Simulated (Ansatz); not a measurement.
# BaS: a prediction, then the measurements

The calculation used DFT PBE, scalar-relativistic, plane waves, PAW (Ansatz 0.2.0).

Cutoff 420 eV; k points 8×8×8 on the computed 2-atom cell (Γ-centred); Gaussian smearing, width 0.02 eV; no spin polarisation.

Relaxed structure:

```
Ba S
1.0
     0.00000    3.21382    3.21382
     3.21382    0.00000    3.21382
     3.21382    3.21382    0.00000
Ba S
1 1
Cartesian
  0.0000 0.0000 0.0000
  3.2138 3.2138 3.2138
```

| Quantity | Value |
| --- | --- |
| Space group | Fm-3m (No. 225) |
| Volume per atom | 33.19 Å³ |
| Formation energy from the elements' standard states (uncorrected) | -2.133 eV/atom |
| Kohn–Sham band gap | 2.23 eV |
| Orbital (Löwdin) character of the top 1 eV of the valence band | S 3p 92 %, unprojected 5 % |
| Electronic dielectric constant xx, yy, zz (independent particles) | 5.2, 5.2, 5.2 |
| Bader charge by site (e) | Ba (1 in the cell) 1.42, S (1 in the cell) -1.42 |

Spin-orbit coupling is left out, which matters for the bands of heavy elements.

**Against measurements.**

A measured lattice constant a of BaS is 6.387 Å (quoted in “High temperature equilibrium of 3D and 2D chalcogenide perovskites”, 2022, arxiv:2212.01429); the calculated 6.428 Å exceeds it by 0.6 %. The calculation is for 0 K without zero-point motion.

The cell was relaxed from a distorted copy of a database structure. Kohn–Sham gaps at this level usually fall short of measured ones.
